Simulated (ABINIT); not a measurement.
**PbS (Galena): relaxation of cell and atoms with LDA**

Crystal: PbS (Galena).

```xyz
2
Lattice="0.0000 2.9657 2.9657 2.9657 0.0000 2.9657 2.9657 2.9657 0.0000" Properties=species:S:1:pos:R:3 pbc="T T T"
Pb    0.0000    0.0000    0.0000
S     2.9657    2.9657    2.9657
```

```json
{
 "Program": "ABINIT 10.8.3 (patched build)",
 "Task": "relaxation of cell and atoms",
 "Functional": "LDA",
 "Potentials or basis": "JTH PAW LDA v2.0 sp",
 "Cutoff": "544 eV",
 "k mesh": "6 × 6 × 6",
 "Occupations": "fermi-dirac, width 0.05 eV",
 "Spin": "no spin polarisation",
 "Cell freedom (optcell)": "2",
 "Optimiser (ionmov)": "2",
 "Cutoff smearing ecutsm (Ha)": "0.5",
 "Force stop (Ha/bohr)": "2e-05",
 "Fine-grid cutoff": "1088.46 eV"
}
```

```
Relaxed volume                         : 25.01 Å³/atom
Relaxed cell                           : a = 4.136 Å, b = 4.136 Å, c = 4.136 Å, α = 60.00°, β = 60.00°, γ = 60.00°
Space group after relaxing (to 0.05 Å) : Fm-3m (No. 225)
Energy gained by relaxing              : 8.6 meV/atom
Ionic steps                            : 4
Pressure after relaxing                : 0.0 GPa
Band gap on the k mesh                 : 0.11 eV, direct
```

The path:
| step | energy change (eV) | largest force (eV/Å) | pressure (GPa) | volume (Å³) |
| --- | --- | --- | --- | --- |
| 1 | 0.0000 | 0.0000 | -2.50 | 52.17 |
| 2 | -0.0057 | 0.0000 | -2.07 | 51.77 |
| 3 | -0.0173 | 0.0000 | 0.09 | 49.96 |
| 4 | -0.0173 | 0.0000 | 0.00 | 50.03 |

Final structure:
```cif
data_structure
_symmetry_space_group_name_H-M 'P 1'
_symmetry_Int_Tables_number 1
_cell_length_a 4.1359
_cell_length_b 4.1359
_cell_length_c 4.1359
_cell_angle_alpha 60.000
_cell_angle_beta 60.000
_cell_angle_gamma 60.000
_cell_volume 50.03
loop_
_atom_site_label
_atom_site_type_symbol
_atom_site_fract_x
_atom_site_fract_y
_atom_site_fract_z
_atom_site_occupancy
Pb1 Pb 0.00000 0.00000 0.00000 1
S1 S 0.50000 0.50000 0.50000 1
```

It took 31 s on 1 thread of Arm Neoverse V1, on a shared host, peak memory 0.11 GiB.

Caveat: spin-orbit coupling is left out, which as a rule narrows the gap of such compounds by several tenths of an eV; this set keeps more shells in the core, which shifts pressures and gaps. Zero-point motion and thermal expansion aren't in these numbers.
